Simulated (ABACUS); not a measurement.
# Ti (Im-3m) in ABACUS: a series of runs, part 2 of 2

ABACUS 3.10.1.

## (5) Relaxation of cell and atoms, OLYP

INPUT

```
INPUT_PARAMETERS
suffix              Ti
calculation         cell-relax
basis_type          pw
pseudo_dir          ./
symmetry            1
dft_functional      GGA_X_OPTX+GGA_C_LYP
ecutwfc             84
pseudo_rcut         10
nspin               1
nbands              10
ks_solver           dav
smearing_method     fd
smearing_sigma      0.00367493
scf_thr             1e-08
scf_nmax            100
mixing_type         broyden
mixing_beta         0.7
cal_force           1
cal_stress          1
relax_nmax          60
force_thr_ev        0.02
relax_method        cg
out_stru            1
stress_thr          0.5
kpar                4
```

STRU

```
ATOMIC_SPECIES
Ti 47.8670 22_Ti_12_2.0_2.8_pbe_n_v1.0.upf

LATTICE_CONSTANT
1.8897261246

LATTICE_VECTORS
-1.6410000000 1.6410000000 1.6410000000
1.6410000000 -1.6410000000 1.6410000000
1.6410000000 1.6410000000 -1.6410000000

ATOMIC_POSITIONS
Direct

Ti
0.0
1
0.0000000000 0.0000000000 0.0000000000 1 1 1
```

KPT

```
K_POINTS
0
Gamma
9 9 9 0 0 0
```

Launch:

```console
> OMP_NUM_THREADS=1 mpirun -np 4 abacus > log
```

Wall time 3.5 s (4 MPI ranks of Intel Xeon Platinum 8488C (Sapphire Rapids), shared host); peak memory 0.36 GiB.

The run converged. Its results:

```yaml
Free_energy: -1598.1955 eV
Relaxed_volume: 17.39 Å³/atom
Relaxed_cell: a = 2.827 Å, b = 2.827 Å, c = 2.827 Å, α = 109.47°, β = 109.47°, γ = 109.47°
Space_group_after_relaxing_to_0.05_Å: Im-3m (No. 229)
Energy_gained_by_relaxing: 1.5 meV/atom
Ionic_steps: 3
Pressure_after_relaxing: 0.0 GPa
Band_gap_on_the_k_mesh: none (metal or under the smearing width)
```

The path:
| step | energy change (eV) | largest force (eV/Å) | pressure (GPa) | volume (Å³) |
| --- | --- | --- | --- | --- |
| 1 | 0.0000 | 0.0000 | -1.61 | 17.68 |
| 2 | -0.0009 | 0.0000 | 1.06 | 17.21 |
| 3 | -0.0015 | 0.0000 | -0.01 | 17.39 |

Final structure:
```cif
data_structure
_symmetry_space_group_name_H-M 'P 1'
_symmetry_Int_Tables_number 1
_cell_length_a 2.8267
_cell_length_b 2.8267
_cell_length_c 2.8267
_cell_angle_alpha 109.471
_cell_angle_beta 109.471
_cell_angle_gamma 109.471
_cell_volume 17.39
loop_
_atom_site_label
_atom_site_type_symbol
_atom_site_fract_x
_atom_site_fract_y
_atom_site_fract_z
_atom_site_occupancy
Ti1 Ti 0.00000 0.00000 0.00000 1
```

Levels at points of the mesh, in eV from the Fermi level:
```
           k point  band 2  band 3  band 4  band 5  band 6  band 7  band 8  band 9
(0.00, 0.00, 0.00)  -32.59  -32.59  -32.59   -5.87    0.95    0.95    0.95    2.67
```

Caveat: the potentials were made for another functional, which shifts forces and pressure.

## (6) Single point, PBE

run_abacus.py

```python
"""ABACUS run from a structure file: ASE reads it, the script writes STRU, KPT and INPUT."""
import re
import subprocess
from ase.io import read
from ase.units import Bohr

atoms = read("POSCAR")
atoms = atoms[(-atoms.numbers).argsort(kind="stable")]  # ABACUS lists atoms element by element
pseudo = {'Ti': 'Ti.upf'}
orbital = {'Ti': 'Ti_confined-atom_7au_3s2p2d1f.orb'}
magmoms = None
kmesh = [10, 10, 10]
params = {
    'suffix': 'Ti',
    'calculation': 'scf',
    'basis_type': 'lcao',
    'pseudo_dir': './',
    'orbital_dir': './',
    'symmetry': 1,
    'dft_functional': 'pbe',
    'ecutwfc': 100,
    'pseudo_rcut': 10,
    'nspin': 1,
    'nbands': 16,
    'ks_solver': 'genelpa',
    'smearing_method': 'fd',
    'smearing_sigma': 0.00367493,
    'scf_thr': 1e-07,
    'scf_nmax': 100,
    'mixing_type': 'broyden',
    'mixing_beta': 0.7,
    'cal_force': 1,
    'cal_stress': 1,
    'out_mul': 1,
    'out_chg': 1,
}

symbols = atoms.get_chemical_symbols()
elements = list(dict.fromkeys(symbols))
lines = ["ATOMIC_SPECIES"] + [f"{e} {atoms.get_masses()[symbols.index(e)]:.4f} {pseudo[e]}" for e in elements]
if orbital:
    lines += ["", "NUMERICAL_ORBITAL"] + [orbital[e] for e in elements]
lines += ["", "LATTICE_CONSTANT", f"{1 / Bohr:.10f}", "", "LATTICE_VECTORS"]
lines += [" ".join(f"{x:.10f}" for x in v) for v in atoms.cell]
lines += ["", "ATOMIC_POSITIONS", "Direct"]
for e in elements:
    lines += ["", e, "0.0", str(symbols.count(e))]
    for i, p in enumerate(atoms.get_scaled_positions(wrap=False)):
        if symbols[i] == e:
            mag = "" if magmoms is None else " mag " + " ".join(str(x) for x in (magmoms[i] if isinstance(magmoms[i], list) else [magmoms[i]]))
            lines.append(" ".join(f"{x:.10f}" for x in p) + " 1 1 1" + mag)
open("STRU", "w").write("\n".join(lines) + "\n")
open("KPT", "w").write("K_POINTS\n0\nGamma\n%d %d %d 0 0 0\n" % tuple(kmesh))
open("INPUT", "w").write("INPUT_PARAMETERS\n" + "".join(f"{k:<20s}{v}\n" for k, v in params.items()))

done = subprocess.run(['mpirun', '-np', '4', 'abacus'])
if done.returncode:
    raise SystemExit(done.returncode)
log = open("OUT.Ti/running_scf.log").read()
print("final energy (eV):", re.findall(r"FINAL_ETOT_IS (\S+)", log))
```

POSCAR

```
Ti
1.0
   -1.6410000000      1.6410000000      1.6410000000
    1.6410000000     -1.6410000000      1.6410000000
    1.6410000000      1.6410000000     -1.6410000000
Ti
1
Direct
    0.0000000000      0.0000000000      0.0000000000
```

Potentials or basis: PseudoDojo NC SR 0.5 PBE standard, DZP LCAO (the cutoffs set its grid).

Launch:

```console
> OMP_NUM_THREADS=1 python run_abacus.py > log
```

It took 6.5 s on 4 MPI ranks of AMD EPYC 7R43 (Zen 3), shared host; peak memory 0.36 GiB.

It converged, with:

* Free energy: -1615.0013 eV
* Pressure: -2.2 GPa
* Band gap on the k mesh: none (metal or under the smearing width)

Levels at points of the mesh, in eV from the Fermi level:
```tsv
k point	band 3	band 4	band 5	band 6	band 7	band 8	band 9	band 10
(0.00, 0.00, 0.00)	-32.44	-32.44	-5.89	0.98	0.98	0.98	2.71	2.71
(0.50, 0.50, 0.00)	-32.64	-32.44	-2.41	-0.38	1.07	2.69	3.04	4.19
(0.50, 0.50, 0.50)	-32.88	-32.88	-2.06	-2.06	3.85	3.85	3.85	8.25
```

Caveat: the atomic orbitals were generated for these runs and aren't a published set; the basis of atomic orbitals isn't converged, which shifts pressures, moduli and gaps.

## (7) Overview

| task | level | potentials or basis | cell | k mesh | cutoff (eV) | max steps of the relaxation | force threshold | optimiser | stress threshold | SCF threshold on the density | gap on the mesh (eV) | pressure (GPa) | relaxed volume (Å³/atom) |
| --- | --- | --- | --- | --- | --- | --- | --- | --- | --- | --- | --- | --- | --- |
| relaxation of cell and atoms | LDA-PW92 | GBRV ultrasoft 1.5 LDA, plane waves | relaxed | 9 × 9 × 9 | 544 | 60 | 0.005 eV/Å | cg | 0.5 kbar | 1e-08 | none | 0.0 | 15.86 |
| single point | WC | PseudoDojo NC SR 0.5 PBE standard, plane waves | as given | 9 × 9 × 9 | 1143 | - | - | - | - | 1e-08 | none | -6.4 | - |
| single point | OLYP | SPMS ONCV 1.0 PBE, plane waves | as given | 9 × 9 × 9 | 1143 | - | - | - | - | 1e-08 | none | -1.6 | - |
| relaxation of cell and atoms | OLYP | SPMS ONCV 1.0 PBE, plane waves | relaxed | 9 × 9 × 9 | 1143 | 60 | 0.02 eV/Å | cg | 0.5 kbar | 1e-08 | none | 0.0 | 17.39 |
| single point | PBE | PseudoDojo NC SR 0.5 PBE standard, DZP LCAO (the cutoffs set its grid) | as given | 10 × 10 × 10 | 1361 | - | - | - | - | 1e-07 | none | -2.2 | - |

Alike in all rows: no spin polarisation; smearing fermi-dirac 0.05 eV.

Caveats: the potentials were made for another functional, which shifts forces and pressure (some runs); the volume moved by -10 % from the deposited cell, more than functionals usually miss (some runs); the atomic orbitals were generated for these runs and aren't a published set (some runs); the basis of atomic orbitals isn't converged, which shifts pressures, moduli and gaps (some runs).

Total energies depend on the potentials used, so only differences within one code and one set of settings carry meaning.
